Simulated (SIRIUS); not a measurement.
Input of a SIRIUS 7.12.0 run:

Contents of sirius.json:

```json
{
  "control": {
    "processing_unit": "cpu",
    "std_evp_solver_name": "lapack",
    "gen_evp_solver_name": "lapack",
    "verbosity": 2,
    "print_forces": true,
    "ortho_rf": true,
    "use_second_variation": true,
    "rmt_max": 3.0,
    "num_bands_to_print": 24,
    "save_wf": true
  },
  "parameters": {
    "electronic_structure_method": "full_potential_lapwlo",
    "xc_functionals": ["XC_GGA_X_PBE", "XC_GGA_C_PBE"],
    "core_relativity": "none",
    "valence_relativity": "none",
    "num_fv_states": 26,
    "smearing": "fermi_dirac",
    "smearing_width": 0.0018374661,
    "pw_cutoff": 20,
    "gk_cutoff": 3.87,
    "lmax_apw": 11,
    "lmax_rho": 8,
    "lmax_pot": 8,
    "num_mag_dims": 0,
    "auto_rmt": 0,
    "ngridk": [10, 10, 8],
    "shiftk": [0, 0, 0],
    "num_dft_iter": 80,
    "energy_tol": 1e-07,
    "density_tol": 1e-05,
    "use_symmetry": true
  },
  "settings": {"tol_ne": 1e-10},
  "iterative_solver": {"type": "exact"},
  "mixer": {"type": "anderson", "beta": 0.5, "max_history": 8},
  "unit_cell": {
    "lattice_vectors": [[5.9337400313, 0.0, 0.0], [-2.9668700157, 5.1387696066, 0.0], [0.0, 0.0, 6.5762469137]],
    "atom_types": ["B", "Hf"],
    "atom_files": {"B": "B.json", "Hf": "Hf.json"},
    "atoms": {"B": [[0.6666666667, 0.3333333333, 0.5], [0.3333333333, 0.6666666667, 0.5]], "Hf": [[0.0, 0.0, 0.0]]}
  }
}
```

File B.json:

```json
{
  "name": "boron",
  "symbol": "B",
  "number": 5,
  "mass": 10.811,
  "rmin": 1e-06,
  "rmt": 1.68,
  "nrmt": 800,
  "rinf": 17.81,
  "core": "1s",
  "valence": [
    {"basis": [{"enu": 0.25, "dme": 0, "n": 0, "auto": 0}, {"enu": 0.25, "dme": 1, "n": 0, "auto": 0}]},
    {"l": 0, "n": 1, "basis": [{"enu": 0.2959, "dme": 0, "n": 0, "auto": 0}]},
    {"l": 1, "n": 2, "basis": [{"enu": 0.35, "dme": 0, "n": 0, "auto": 0}]},
    {"l": 2, "n": 3, "basis": [{"enu": 0.35, "dme": 0, "n": 0, "auto": 0}]},
    {"l": 3, "n": 4, "basis": [{"enu": 0.35, "dme": 0, "n": 0, "auto": 0}]}
  ],
  "lo": [
    {
      "l": 0,
      "basis": [{"enu": 0.2959, "dme": 0, "n": 0, "auto": 0}, {"enu": 0.2959, "dme": 1, "n": 0, "auto": 0}]
    },
    {
      "l": 0,
      "basis": [{"enu": 0.2959, "dme": 1, "n": 0, "auto": 0}, {"enu": 0.2959, "dme": 2, "n": 0, "auto": 0}]
    },
    {
      "l": 0,
      "basis": [{"enu": 0.2959, "dme": 0, "n": 0, "auto": 0}, {"enu": 4.5476, "dme": 0, "n": 0, "auto": 0}]
    },
    {"l": 1, "basis": [{"enu": 0.35, "dme": 0, "n": 0, "auto": 0}, {"enu": 0.35, "dme": 1, "n": 0, "auto": 0}]},
    {"l": 1, "basis": [{"enu": 0.35, "dme": 1, "n": 0, "auto": 0}, {"enu": 0.35, "dme": 2, "n": 0, "auto": 0}]},
    {"l": 1, "basis": [{"enu": 0.35, "dme": 0, "n": 0, "auto": 0}, {"enu": 5.2395, "dme": 0, "n": 0, "auto": 0}]},
    {"l": 2, "basis": [{"enu": 0.35, "dme": 0, "n": 0, "auto": 0}, {"enu": 0.35, "dme": 1, "n": 0, "auto": 0}]},
    {"l": 2, "basis": [{"enu": 0.35, "dme": 1, "n": 0, "auto": 0}, {"enu": 0.35, "dme": 2, "n": 0, "auto": 0}]},
    {"l": 2, "basis": [{"enu": 0.35, "dme": 0, "n": 0, "auto": 0}, {"enu": 5.8772, "dme": 0, "n": 0, "auto": 0}]},
    {"l": 3, "basis": [{"enu": 0.35, "dme": 0, "n": 0, "auto": 0}, {"enu": 0.35, "dme": 1, "n": 0, "auto": 0}]}
  ],
  "free_atom": [... radial grid and density of the free atom, the start of the SCF ...]
}
```

Contents of Hf.json:

```json
{
  "name": "hafnium",
  "symbol": "Hf",
  "number": 72,
  "mass": 178.49,
  "rmin": 1e-06,
  "rmt": 2.55,
  "nrmt": 800,
  "rinf": 17.22,
  "core": "1s2s2p3s3p3d4s4p4d",
  "valence": [
    {"basis": [{"enu": 0.25, "dme": 0, "n": 0, "auto": 0}, {"enu": 0.25, "dme": 1, "n": 0, "auto": 0}]},
    {"l": 0, "n": 1, "basis": [{"enu": 0.35, "dme": 0, "n": 0, "auto": 0}]},
    {"l": 1, "n": 2, "basis": [{"enu": 0.35, "dme": 0, "n": 0, "auto": 0}]},
    {"l": 2, "n": 3, "basis": [{"enu": 0.35, "dme": 0, "n": 0, "auto": 0}]},
    {"l": 3, "n": 4, "basis": [{"enu": 0.35, "dme": 0, "n": 0, "auto": 0}]},
    {"l": 4, "n": 5, "basis": [{"enu": 0.35, "dme": 0, "n": 0, "auto": 0}]}
  ],
  "lo": [
    {"l": 0, "basis": [{"enu": 0.35, "dme": 0, "n": 0, "auto": 0}, {"enu": 0.35, "dme": 1, "n": 0, "auto": 0}]},
    {
      "l": 0,
      "basis": [{"enu": -2.0007, "dme": 0, "n": 5, "auto": 1}, {"enu": -2.0007, "dme": 1, "n": 5, "auto": 1}]
    },
    {
      "l": 0,
      "basis": [{"enu": -2.0007, "dme": 1, "n": 5, "auto": 1}, {"enu": 0.35, "dme": 0, "n": 0, "auto": 0}]
    },
    {"l": 0, "basis": [{"enu": 0.35, "dme": 0, "n": 0, "auto": 0}, {"enu": 2.8106, "dme": 0, "n": 0, "auto": 0}]},
    {"l": 1, "basis": [{"enu": 0.35, "dme": 0, "n": 0, "auto": 0}, {"enu": 0.35, "dme": 1, "n": 0, "auto": 0}]},
    {
      "l": 1,
      "basis": [{"enu": -0.853, "dme": 0, "n": 5, "auto": 1}, {"enu": -0.853, "dme": 1, "n": 5, "auto": 1}]
    },
    {"l": 1, "basis": [{"enu": -0.853, "dme": 1, "n": 5, "auto": 1}, {"enu": 0.35, "dme": 0, "n": 0, "auto": 0}]},
    {"l": 1, "basis": [{"enu": 0.35, "dme": 0, "n": 0, "auto": 0}, {"enu": 3.1797, "dme": 0, "n": 0, "auto": 0}]},
    {"l": 2, "basis": [{"enu": 0.35, "dme": 0, "n": 0, "auto": 0}, {"enu": 0.35, "dme": 1, "n": 0, "auto": 0}]},
    {"l": 2, "basis": [{"enu": 0.35, "dme": 1, "n": 0, "auto": 0}, {"enu": 0.35, "dme": 2, "n": 0, "auto": 0}]},
    {"l": 2, "basis": [{"enu": 0.35, "dme": 0, "n": 0, "auto": 0}, {"enu": 2.7491, "dme": 0, "n": 0, "auto": 0}]},
    {"l": 3, "basis": [{"enu": 0.35, "dme": 0, "n": 0, "auto": 0}, {"enu": 0.35, "dme": 1, "n": 0, "auto": 0}]},
    {
      "l": 3,
      "basis": [{"enu": -0.1773, "dme": 0, "n": 4, "auto": 1}, {"enu": -0.1773, "dme": 1, "n": 4, "auto": 1}]
    },
    {
      "l": 3,
      "basis": [{"enu": -0.1773, "dme": 1, "n": 4, "auto": 1}, {"enu": 0.35, "dme": 0, "n": 0, "auto": 0}]
    },
    {"l": 3, "basis": [{"enu": 0.35, "dme": 0, "n": 0, "auto": 0}, {"enu": 3.9179, "dme": 0, "n": 0, "auto": 0}]},
    {"l": 4, "basis": [{"enu": 0.35, "dme": 0, "n": 0, "auto": 0}, {"enu": 0.35, "dme": 1, "n": 0, "auto": 0}]},
    {"l": 4, "basis": [{"enu": 0.35, "dme": 0, "n": 0, "auto": 0}, {"enu": 3.3027, "dme": 0, "n": 0, "auto": 0}]}
  ],
  "free_atom": [... radial grid and density of the free atom, the start of the SCF ...]
}
```

The input sirius_start.json:

```json
{
  "control": {
    "processing_unit": "cpu",
    "std_evp_solver_name": "lapack",
    "gen_evp_solver_name": "lapack",
    "verbosity": 1,
    "print_forces": false,
    "ortho_rf": true,
    "use_second_variation": true,
    "rmt_max": 3.0,
    "num_bands_to_print": 24,
    "save_wf": false
  },
  "parameters": {
    "electronic_structure_method": "full_potential_lapwlo",
    "xc_functionals": ["XC_LDA_X", "XC_LDA_C_PW"],
    "core_relativity": "none",
    "valence_relativity": "none",
    "num_fv_states": 26,
    "smearing": "fermi_dirac",
    "smearing_width": 0.0055123983,
    "pw_cutoff": 20,
    "gk_cutoff": 3.1,
    "lmax_apw": 11,
    "lmax_rho": 8,
    "lmax_pot": 8,
    "num_mag_dims": 0,
    "auto_rmt": 0,
    "ngridk": [4, 4, 3],
    "shiftk": [0, 0, 0],
    "num_dft_iter": 30,
    "energy_tol": 0.01,
    "density_tol": 0.05,
    "use_symmetry": true
  },
  "settings": {"tol_ne": 1e-10},
  "iterative_solver": {"type": "exact"},
  "mixer": {"type": "anderson", "beta": 0.5, "max_history": 8},
  "unit_cell": {
    "lattice_vectors": [[5.9337400313, 0.0, 0.0], [-2.9668700157, 5.1387696066, 0.0], [0.0, 0.0, 6.5762469137]],
    "atom_types": ["B", "Hf"],
    "atom_files": {"B": "B.json", "Hf": "Hf.json"},
    "atoms": {"B": [[0.6666666667, 0.3333333333, 0.5], [0.3333333333, 0.6666666667, 0.5]], "Hf": [[0.0, 0.0, 0.0]]}
  }
}
```

Contents of sirius_bands.json:

```json
{
  "control": {
    "processing_unit": "cpu",
    "std_evp_solver_name": "lapack",
    "gen_evp_solver_name": "lapack",
    "verbosity": 2,
    "print_forces": true,
    "ortho_rf": true,
    "use_second_variation": true,
    "rmt_max": 3.0,
    "num_bands_to_print": 24,
    "save_wf": true
  },
  "parameters": {
    "electronic_structure_method": "full_potential_lapwlo",
    "xc_functionals": ["XC_GGA_X_PBE", "XC_GGA_C_PBE"],
    "core_relativity": "none",
    "valence_relativity": "none",
    "num_fv_states": 26,
    "smearing": "fermi_dirac",
    "smearing_width": 0.0018374661,
    "pw_cutoff": 20,
    "gk_cutoff": 3.87,
    "lmax_apw": 11,
    "lmax_rho": 8,
    "lmax_pot": 8,
    "num_mag_dims": 0,
    "auto_rmt": 0,
    "ngridk": [10, 10, 8],
    "shiftk": [0, 0, 0],
    "num_dft_iter": 80,
    "energy_tol": 1e-07,
    "density_tol": 1e-05,
    "use_symmetry": true
  },
  "settings": {"tol_ne": 1e-10},
  "iterative_solver": {"type": "exact"},
  "mixer": {"type": "anderson", "beta": 0.5, "max_history": 8},
  "unit_cell": {
    "lattice_vectors": [[5.9337400313, 0.0, 0.0], [-2.9668700157, 5.1387696066, 0.0], [0.0, 0.0, 6.5762469137]],
    "atom_types": ["B", "Hf"],
    "atom_files": {"B": "B.json", "Hf": "Hf.json"},
    "atoms": {"B": [[0.6666666667, 0.3333333333, 0.5], [0.3333333333, 0.6666666667, 0.5]], "Hf": [[0.0, 0.0, 0.0]]}
  },
  "kpoints_rel": {
    "G": [0.0, 0.0, 0.0],
    "A": [0.0, 0.0, 0.5],
    "H": [0.3333333333, 0.3333333333, 0.5],
    "K": [0.3333333333, 0.3333333333, 0.0],
    "L": [0.5, 0.0, 0.5],
    "M": [0.5, 0.0, 0.0]
  },
  "kpoints_path": ["G", "M", "K", "G", "A", "L", "H", "A"]
}
```

Potentials or basis: all-electron FP-LAPW (no relativity for the valence, core without relativity), apw+lo standard.

The run is started by

```console
$ OMP_NUM_THREADS=1 sirius.scf --input=sirius_start.json --output=start.json
$ OMP_NUM_THREADS=1 sirius.scf --input=sirius.json --output=output.json --task=1
$ OMP_NUM_THREADS=1 sirius.scf --input=sirius_bands.json --output=bands_out.json --task=2
```

Q: Estimate the band gap along the path.

A: None (metal or under the smearing width).

Levels at the corners of the path, in eV from the Fermi level:
```
point  band 14  band 15  band 16  band 17  band 18  band 19
    Γ    -2.70    -2.60    -2.09     3.79     3.79     4.60
    M    -3.97    -2.95    -2.79     2.56     2.57     5.43
    K    -6.92    -2.45    -2.45     1.79     1.79     3.44
    Γ    -2.70    -2.60    -2.09     3.79     3.79     4.60
    A    -0.84    -0.84     0.36     0.36     0.87     0.87
    L    -4.72    -4.20    -1.76     4.26     4.50     5.89
    H    -4.81    -2.61    -2.61     4.63     6.75     6.75
    A    -0.84    -0.84     0.36     0.36     0.87     0.87
```

Caveat: relativity is left out for the valence states, which matters for the heavier elements; relativity is left out for the core states; spin-orbit coupling is left out, which moves the levels of the heavy elements.
